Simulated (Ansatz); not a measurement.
Crystal: SnO2 (Cassiterite).

```
CELL_PARAMETERS angstrom
4.73800 0.00000 0.00000
0.00000 4.73800 0.00000
0.00000 0.00000 3.18650
ATOMIC_POSITIONS crystal
Sn 0.50000 0.50000 0.50000
Sn 0.00000 0.00000 0.00000
O 0.80710 0.19290 0.50000
O 0.69290 0.69290 0.00000
O 0.19290 0.80710 0.50000
O 0.30710 0.30710 0.00000
```

```yaml
Program: Ansatz 0.2.0
Task: relaxation of cell and atoms
Functional: PBE
Potentials_or_basis: Ansatz NC
Cutoff: "1240 eV (not typed: the program's choice for these potentials)"
k_mesh: 6 × 6 × 8
Occupations: fermi-dirac, width 0.05 eV
Spin: no spin polarisation
```

At the start: volume 11.92 Å³/atom.

Task: How do energy, volume and symmetry change on relaxing?

Result: It ends after 7 steps and the volume is 12.58 Å³/atom (+5.5 %); space group P4_2/mnm (No. 136, to 0.05 Å).

The path:
| step | energy change (eV) | largest force (eV/Å) | volume (Å³) |
| --- | --- | --- | --- |
| 1 | 0.0000 | 0.2778 | 71.53 |
| 2 | -0.1288 | 0.0301 | 75.17 |
| 3 | -0.1294 | 0.0401 | 75.42 |
| 4 | -0.1298 | 0.0002 | 75.43 |
| 5 | -0.1327 | 0.0004 | 75.43 |
| 6 | -0.1327 | 0.0010 | 75.50 |
| 7 | -0.1327 | 0.0010 | 75.50 |

Final structure:
```
Sn O
1.0
     4.82785    0.00000    0.00000
     0.00000    4.82785    0.00000
     0.00000    0.00000    3.23931
Sn O
2 4
Direct
  0.50000 0.50000 0.50000
  0.00000 0.00000 0.00000
  0.80660 0.19340 0.50000
  0.69340 0.69340 0.00000
  0.19340 0.80660 0.50000
  0.30660 0.30660 0.00000
```

Caveat: the plane-wave basis is chosen anew once the cell has moved, so the energies of steps on either side of that aren't comparable.
